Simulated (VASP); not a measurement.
Here is a VASP 6.6.1 calculation.

File INCAR:

```
SYSTEM = GaN
PREC = Accurate ; ENCUT = 600
EDIFF = 1E-6 ; ISMEAR = 0
SIGMA = 0.03 ; LREAL = .FALSE.
LASPH = .TRUE. ; NELM = 80
ALGO = Normal ; ISIF = 3
LWAVE = .FALSE. ; LCHARG = .FALSE.
GGA = PS ; IBRION = 2
NSW = 90 ; EDIFFG = -0.01
KPAR = 2
```

Contents of KPOINTS:

```
Automatic mesh
0
G
  12 12 5
  0 0 0
```

Contents of POSCAR:

```
GaN
1.0
    3.1800000000      0.0000000000      0.0000000000
   -1.5900000000      2.7539607840      0.0000000000
    0.0000000000      0.0000000000      5.1660000000
Ga N
2 2
Direct
    0.3333333333      0.6666666667      0.0000000000
    0.6666666667      0.3333333333      0.5000000000
    0.3333333333      0.6666666667      0.3750000000
    0.6666666667      0.3333333333      0.8750000000
```

Potentials or basis: VASP PAW PBE potentials, release 64 (Ga_d, N).

Launch:

```sh
$ cat potpaw_PBE.64/Ga_d/POTCAR potpaw_PBE.64/N/POTCAR > POTCAR
$ mpirun -np 2 vasp_std > vasp.out
```

Question: What does it give for the relaxed volume?

Answer: 11.35 Å³/atom.

Question: Predict the relaxed cell.

Answer: a = 3.180 Å, b = 3.180 Å, c = 5.184 Å, α = 90.00°, β = 90.00°, γ = 120.00°.

The path:
```csv
step,energy change (eV),largest force (eV/Å),pressure (GPa),volume (Å³)
1,0.0000,0.1309,0.66,45.24
2,-0.0005,0.0880,-0.50,45.54
3,-0.0020,0.0103,0.08,45.40
4,-0.0019,0.0049,-0.09,45.41
5,-0.0020,0.0059,0.15,45.37
6,-0.0020,0.0064,0.00,45.39
```

Caveat: the PAW data sets were made with another functional, which shifts forces and pressure a little. Zero-point motion and thermal expansion aren't in these numbers.
